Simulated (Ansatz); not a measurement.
# ZnCu2SnS4: the cost of one run

Program: Ansatz 0.2.0. Level of theory: DFT PBE, scalar-relativistic, plane waves, PAW. These are calculated values, not measurements.

## (1) Starting point

The structure is tetragonal, space group I-4 (No. 82). The conventional cell has a = 5.434 Å, b = 5.434 Å, c = 10.850 Å, α = 90.00°, β = 90.00°, γ = 90.00°. Zn (site symmetry -4) is surrounded by 4 S at 2.33 Å. Cu (site symmetry -4) is surrounded by 4 S at 2.33 Å. Sn (site symmetry -4) has 4 S at 2.41 Å as nearest neighbours. S (site symmetry 1) is surrounded by 1 Zn at 2.33 Å and 2 Cu at 2.33 Å and 1 Sn at 2.41 Å.

As a file:

```
Zn Cu Sn S
1.0
    -2.71710    2.71710    5.42480
     2.71710   -2.71710    5.42480
     2.71710    2.71710   -5.42480
Zn Cu Sn S
1 2 1 4
Direct
  0.25000 0.75000 0.50000
  0.00000 0.00000 0.00000
  0.75000 0.25000 0.50000
  0.50000 0.50000 0.00000
  0.37161 0.88441 0.99960
  0.11559 0.11519 0.48720
  0.88481 0.37201 0.00040
  0.62799 0.62839 0.51280
```

The structure comes from the Crystallography Open Database.

(A quick probe on a coarse mesh, which set the mesh and smearing, is not shown.)

## (3) Relaxing cell and atoms

input.yaml reads:

```yaml
crystal:
  lattice:
    - [-2.7171, 2.7171, 5.4248]
    - [2.7171, -2.7171, 5.4248]
    - [2.7171, 2.7171, -5.4248]
  atoms:
    - { symbol: Zn, position: [0.25, 0.75, 0.5] }
    - { symbol: Cu, position: [0.0, 0.0, 0.0] }
    - { symbol: Cu, position: [0.75, 0.25, 0.5] }
    - { symbol: Sn, position: [0.5, 0.5, 0.0] }
    - { symbol: S, position: [0.37161, 0.88441, 0.9996] }
    - { symbol: S, position: [0.11559, 0.11519, 0.4872] }
    - { symbol: S, position: [0.88481, 0.37201, 0.0004] }
    - { symbol: S, position: [0.62799, 0.62839, 0.5128] }
basis:
  ecutwfc: 420
kpoints:
  mp_grid: { grid: [10, 10, 10] }
hamiltonian:
  xc: pbe
scf:
  occupations: { method: gaussian, width: 0.01 }
output:
  forces: true
  stress: true
  eigenvalues: true
relax:
  adjacent_minimum: "off"
  f_tol: 0.005
  max_steps: 80
  cell: { stress_tol: 0.05 }
```

Started as:

```
$ ansatz run input.yaml --threads 4 --pin off --max-ram 10240MiB --backend cpu --events-out ev --progress --plain --runs-dir out
```

Q: Estimate wall time and peak memory on 4 threads of Arm Neoverse V2, shared host.

About 2.9 min, with a peak of 1.3 GiB.
